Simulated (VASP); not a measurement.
# ZnS (Wurtzite-2H) (P6_3mc) in VASP: a series of runs, part 2 of 2

VASP 6.6.1.

## 6. Single point, PBE (volume scaled by 1.10, then relaxed in part)

INCAR reads:

```
ALGO = Normal ; EDIFF = 1E-6
ENCUT = 520 ; GGA = PE
ISIF = 2 ; ISMEAR = 0
LASPH = True ; LCHARG = False
LREAL = False ; LWAVE = False
NBANDS = 26 ; NELM = 80
PREC = Accurate ; SIGMA = 0.02
```

KPOINTS reads:

```
k-points
0
Gamma
  9 9 6
```

POSCAR reads:

```
ZnS
1.0
    3.9722021461      0.0000000000      0.0000000000
   -1.9861010731      3.4400279675      0.0000000000
    0.0000000000      0.0000000000      6.5004429127
Zn S
2 2
Direct
    0.3333333333      0.6666666667      0.0049158672
    0.6666666667      0.3333333333      0.5049158672
    0.3333333333      0.6666666667      0.3800841328
    0.6666666667      0.3333333333      0.8800841328
```

Potentials or basis: VASP PAW PBE potentials, release 64 (Zn, S).

On the command line:

```
$ cat potpaw_PBE.64/Zn/POTCAR potpaw_PBE.64/S/POTCAR > POTCAR
$ mpirun -np 1 vasp_std > vasp.out
```

OUTCAR:

```text
EDIFF = 1E-6
   ENCUT = 520
   GGA = PE
   ISIF = 2
   ISMEAR = 0
   LASPH = True
   LREAL = False
   NELM = 80
   PREC = Accurate

 ion  position               nearest neighbor table
   1  0.333  0.667  0.005-   4 2.43   4 2.43   4 2.43   3 2.44
   2  0.667  0.333  0.505-   3 2.43   3 2.43   3 2.43   4 2.44
   3  0.333  0.667  0.380-   2 2.43   2 2.43   2 2.43   1 2.44
   4  0.667  0.333  0.880-   1 2.43   1 2.43   1 2.43   2 2.44

  LATTYP: Found a hexagonal cell.
 ALAT       =     3.9722021461
 C/A-ratio  =     1.6364834099

  Lattice vectors:

 A1 = (   3.9722021461,   0.0000000000,   0.0000000000)
 A2 = (  -1.9861010731,   3.4400279675,   0.0000000000)
 A3 = (   0.0000000000,   0.0000000000,   6.5004429127)

Analysis of symmetry for initial positions (statically):
=====================================================================
 Subroutine PRICEL returns:
 Original cell was already a primitive cell.

[... 167 lines left out ...]

 Free energy of the ion-electron system (eV)
  ---------------------------------------------------
  ext. energy  EPLUGINS =         0.00000000
  ---------------------------------------------------
  free energy    TOTEN  =       -13.55422733 eV

  energy without entropy =      -13.55422733  energy(sigma->0) =      -13.55422733

 E-fermi :   1.2016     XC(G=0):  -9.0782

 val. band max:        1.0935815280   @ k =   0.0000   0.0000   0.0000
 cond. band min:       2.7652684218   @ k =   0.0000   0.0000   0.0000
 fundamental gap:      1.6716868938
 Fermi energy:         1.2016260384

 k-point     1 :       0.0000    0.0000    0.0000
  band No.  band energies     occupation
      1     -11.3126      2.00000
      2     -10.5812      2.00000
      3      -4.8536      2.00000
      4      -4.8471      2.00000
      5      -4.8471      2.00000
      6      -4.7838      2.00000
[... 685 lines left out ...]
     25      10.5413      0.00000
     26      10.5414      0.00000

 [... further k-points ...]
[... 5 lines left out ...]
  --------------------------------------------------------------------------------------
  -------------------------------------------------------------------------------------
  Total       -2.9107727     -2.9107727     -2.8832958      0.0000000      0.0000000      0.0000000
  in kB      -52.5028176    -52.5028176    -52.0072047      0.0000000      0.0000000      0.0000000
  external PRESSURE =     -52.3376133 kB  Pullay stress =       0.0000000 kB

 VOLUME and BASIS-vectors are now :
 -----------------------------------------------------------------------------
  energy-cutoff  :      520.00
  volume of cell :       88.83
      direct lattice vectors                 reciprocal lattice vectors
     3.972202146  0.000000000  0.000000000     0.251749524  0.145347656  0.000000000
    -1.986101073  3.440027967  0.000000000     0.000000000  0.290695311  0.000000000
     0.000000000  0.000000000  6.500442913     0.000000000  0.000000000  0.153835671

 POSITION                                       TOTAL-FORCE (eV/Angst)
 -----------------------------------------------------------------------------------
     -0.00000      2.29335      0.03196         0.000000     -0.000000     -0.005518
      1.98610      1.14668      3.28218        -0.000000      0.000000     -0.005518
     -0.00000      2.29335      2.47072        -0.000000      0.000000      0.005518
      1.98610      1.14668      5.72094         0.000000      0.000000      0.005518
 -----------------------------------------------------------------------------------
    total drift:                               -0.000001     -0.000001      0.000435

  FREE ENERGIE OF THE ION-ELECTRON SYSTEM (eV)
  ---------------------------------------------------
  free  energy   TOTEN  =       -13.5542273338 eV

  energy  without entropy=      -13.5542273338  energy(sigma->0) =      -13.55422733
```

OSZICAR:

```text
N       E                     dE             d eps       ncg     rms          rms(c)
DAV:   1     0.239592490306E+03    0.23959E+03   -0.16931E+04  2496   0.161E+03
DAV:   2     0.101191373805E+02   -0.22947E+03   -0.21923E+03  2594   0.340E+02
DAV:   3    -0.138202373697E+02   -0.23939E+02   -0.23703E+02  2950   0.109E+02
DAV:   4    -0.144184646459E+02   -0.59823E+00   -0.59679E+00  2876   0.174E+01
DAV:   5    -0.144277540500E+02   -0.92894E-02   -0.92869E-02  2980   0.211E+00    0.793E+00
DAV:   6    -0.135606639020E+02    0.86709E+00   -0.16699E+00  3766   0.346E+01    0.628E+00
DAV:   7    -0.135561382425E+02    0.45257E-02   -0.96743E-01  2650   0.578E+00    0.313E+00
DAV:   8    -0.135533660468E+02    0.27722E-02   -0.35104E-02  3198   0.209E+00    0.736E-01
DAV:   9    -0.135537391694E+02   -0.37312E-03   -0.65654E-03  3352   0.142E+00    0.197E-01
DAV:  10    -0.135539966837E+02   -0.25751E-03   -0.94720E-04  2758   0.290E-01    0.831E-02
DAV:  11    -0.135542272909E+02   -0.23061E-03   -0.39170E-04  2560   0.114E-01    0.610E-02
DAV:  12    -0.135542237373E+02    0.35536E-05   -0.81232E-06  3070   0.288E-02    0.116E-02
DAV:  13    -0.135542273801E+02   -0.36428E-05   -0.80153E-06  2580   0.200E-02    0.710E-03
DAV:  14    -0.135542273338E+02    0.46249E-07   -0.18826E-07  2038   0.530E-03
   1 F= -.13554227E+02 E0= -.13554227E+02  d E =-.982524E-17
```

stdout:

```text
POSCAR found type information on POSCAR ZnS
 POSCAR found :  2 types and       4 ions
 scaLAPACK will be used
 LDA part: xc-table for (Slater+PW92), standard interpolation
 POSCAR, INCAR and KPOINTS ok, starting setup
 FFT: planning ... GRIDC
 FFT: planning ... GRID_SOFT
 FFT: planning ... GRID
 WAVECAR not read
 entering main loop
```

Run time: 91 s. Hardware: 1 thread of Intel Xeon Platinum 8259CL at 2.50GHz (Skylake/Cascade Lake), shared host; peak memory 0.25 GiB.

What came out:

* Free energy: -13.5542 eV
* Pressure: -5.2 GPa
* Largest force: 0.006 eV/Å
* Band gap on the k mesh: 1.67 eV, direct

Forces in eV/Å, atoms in the order of the input:
```
Zn   0.000  0.000 -0.006
Zn   0.000  0.000 -0.006
S    0.000  0.000  0.006
S    0.000  0.000  0.006
```

Levels at points of the mesh, in eV from the valence-band top:
| k point | band 15 | band 16 | band 17 | band 18 | band 19 | band 20 | band 21 | band 22 |
| --- | --- | --- | --- | --- | --- | --- | --- | --- |
| (0.00, 0.00, 0.00) | -0.73 | -0.05 | 0.00 | 0.00 | 1.67 | 2.86 | 6.36 | 6.36 |
| (0.00, 0.00, 0.50) | -0.38 | -0.38 | -0.38 | -0.38 | 3.17 | 3.17 | 6.55 | 6.55 |

## 7. Overview

```csv
cell,gap on the mesh (eV),pressure (GPa),largest force (eV/Å)
"a = 3.807, b = 3.807, c = 6.242 Å, angles 90.0, 90.0, 120.0°, 4 atoms",2.22,2.4,0.01
"a = 3.846, b = 3.846, c = 6.305 Å, angles 90.0, 90.0, 120.0°, 4 atoms",2.08,0.1,-
"a = 3.884, b = 3.884, c = 6.368 Å, angles 90.0, 90.0, 120.0°, 4 atoms",1.95,-1.8,-
"a = 3.922, b = 3.922, c = 6.424 Å, angles 90.0, 90.0, 120.0°, 4 atoms",1.83,-3.4,-
"a = 3.972, b = 3.972, c = 6.500 Å, angles 90.0, 90.0, 120.0°, 4 atoms",1.67,-5.2,0.01
```

Alike in all rows: task single point; level PBE; potentials or basis VASP PAW PBE potentials, release 64 (Zn, S); no spin polarisation; k mesh 9 × 9 × 6; cutoff (eV) 520; smearing gaussian 0.02 eV.

Absolute energies hang on the potentials; compare differences alone.

## 8. How close it comes

Step 3. Measured gap of ZnS: 3.911 eV (direct; 4 K; a printed reference work, monograph). This calculation gives 2.08 eV (-1.83 eV). The value is that of PBE, without temperature or zero-point motion. Semilocal functionals fall short of measured gaps as a rule.
